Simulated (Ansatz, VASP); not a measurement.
# Two plane-wave programs on MnS

INCAR

```
  ALGO = Normal
  EDIFF = 1E-6
  ENCUT = 520
  GGA = PE
  ISIF = 2
  ISMEAR = 0
  ISPIN = 2
  LASPH = T
  LCHARG = T
  LELF = T
  LMAXMIX = 4
  LORBIT = 11
  LREAL = F
  LVHAR = T
  LWAVE = F
  MAGMOM = 5 0
  NBANDS = 20
  NELM = 150
  PREC = Accurate
  SIGMA = 0.05
```

File KPOINTS:

```
k-points
0
Gamma
  8 8 8
```

The input POSCAR:

```
MnS
1.0
    0.0000000000      2.8000000000      2.8000000000
    2.8000000000      0.0000000000      2.8000000000
    2.8000000000      2.8000000000      0.0000000000
Mn S
1 1
Direct
    0.0000000000      0.0000000000      0.0000000000
    0.7500000000      0.7500000000      0.7500000000
```

Input for Ansatz:

```yaml
crystal:
  lattice:
    - [0.0, 2.8, 2.8]
    - [2.8, 0.0, 2.8]
    - [2.8, 2.8, 0.0]
  atoms:
    - { symbol: Mn, position: [0.0, 0.0, 0.0], spin: 5.0 }
    - { symbol: S, position: [0.75, 0.75, 0.75] }
basis:
  ecutwfc: 420
  ecutrho_ratio: 4
kpoints:
  mp_grid: { grid: [8, 8, 8] }
hamiltonian:
  xc: pbe
scf:
  occupations: { method: gaussian, width: 0.05 }
output:
  forces: true
  stress: true
  eigenvalues: true
  populations: true
magnetization:
  spin_polarized: true
```

Alike in both runs: task single point; functional PBE; k mesh 8 × 8 × 8; occupations gaussian, width 0.05 eV; collinear spin.

```csv
,VASP,Ansatz
version,VASP 6.6.1,Ansatz 0.2.0
potentials or method,"VASP PAW PBE potentials, release 64 (Mn_pv, S)","scalar-relativistic, plane waves, PAW"
plane-wave cutoff (eV),520,420
valence electrons in the cell,19,21
```

VASP gave:

```
gap on the k mesh at the Fermi level (eV)                     : none
pressure (GPa)                                                : 0.9
net moment per atom (μB)                                      : 2.45
size of the moment on the site where the two differ most (μB) : 4.32
```

**Question.** What did Ansatz give for the same quantities?

**Answer.** gap on the k mesh at the Fermi level (eV): none; pressure (GPa): 0.9; net moment per atom (μB): 2.45; size of the moment on the site where the two differ most (μB): 4.15.

Site moments also hang on the region over which each program counts them. A gap of «none» marks a metal or a gap that the smearing closes. The two sets of potentials don't hold the same shells in valence.

Caveats: a cell with one magnetic atom can't hold antiferromagnetic order, which such compounds often take; semilocal functionals often make such compounds metallic where correlation or magnetic order opens a gap, which also shifts bond lengths.
